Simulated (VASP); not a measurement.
AlP:

```
Al P
1.0
     0.00000    2.73570    2.73570
     2.73570    0.00000    2.73570
     2.73570    2.73570    0.00000
Al P
1 1
Direct
  0.00000 0.00000 0.00000
  0.25000 0.25000 0.25000
```

Base run:

```yaml
Program: VASP 6.6.1
Functional: PBE0
Potentials_or_basis: VASP PAW PBE potentials, release 64 (Al, P)
Cutoff: 520 eV
k_mesh: 6 × 6 × 6
Occupations: gaussian, width 0.03 eV
Spin: no spin polarisation
```

Its results: band gap on the k mesh 2.96 eV, indirect (least direct gap 4.85 eV); pressure -0.1 GPa.

Problem. After a change of settings the same cell gave: band gap on the k mesh 1.59 eV, indirect (least direct gap 3.25 eV); pressure 1.6 GPa. Which change was it?
A. functional from PBE0 to PBE
B. functional from PBE0 to HSE06
C. functional from PBE0 to PBE-EpsX

Solution. A.

PBE0 gives the wider gap, since exact exchange removes part of the self-interaction.

Caveats: the PAW data sets were made with another functional, which shifts forces and pressure a little (some runs).
